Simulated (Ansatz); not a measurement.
The system is WS2, a slab with vacuum.

```xyz
9
Lattice="3.1830 0.0000 0.0000 -1.5915 2.7565 0.0000 0.0000 0.0000 28.5322" Properties=species:S:1:pos:R:3 pbc="T T T"
W     1.5915    0.9188   12.3933
W     1.5915    0.9188   25.2662
W     0.0000    0.0000   18.8109
S     1.5915    0.9188   17.2513
S     0.0000    0.0000   10.8340
S     0.0000    0.0000   23.7059
S     1.5915    0.9188   20.3706
S     0.0000    0.0000   13.9531
S     0.0000    0.0000   26.8256
```

Base run:

| Quantity | Value |
| --- | --- |
| Program | Ansatz 0.2.0 |
| Functional | PBE |
| Potentials or basis | Ansatz PAW |
| Cutoff | 420 eV (not typed: the program's choice for these potentials) |
| k mesh | 10 × 10 × 1 |
| Occupations | fermi-dirac, width 0.05 eV |
| Spin | no spin polarisation |

Its results: band gap on the k mesh 1.47 eV, indirect (least direct gap 2.11 eV); largest force 0.265 eV/Å.

The run is repeated on the same cell with these changes: functional from PBE to r2SCAN; cutoff from 420 eV (not typed: the program's choice for these potentials) to 500 eV (not typed: the program's choice for these potentials). What comes out?

Band gap on the k mesh 1.59 eV, indirect (least direct gap 2.24 eV); largest force 0.036 eV/Å.

r2SCAN gives the wider gap, since meta-GGAs in the generalised Kohn-Sham scheme recover part of the derivative discontinuity.

Caveats: the k mesh misses the band edges, so the gap on the mesh is wider than the one along the path; spin-orbit coupling is left out, which moves the levels of the heavy elements; the PAW data sets come from PBE, with cores solved anew for the run's functional, which leaves a small shift of forces and pressure (some runs).
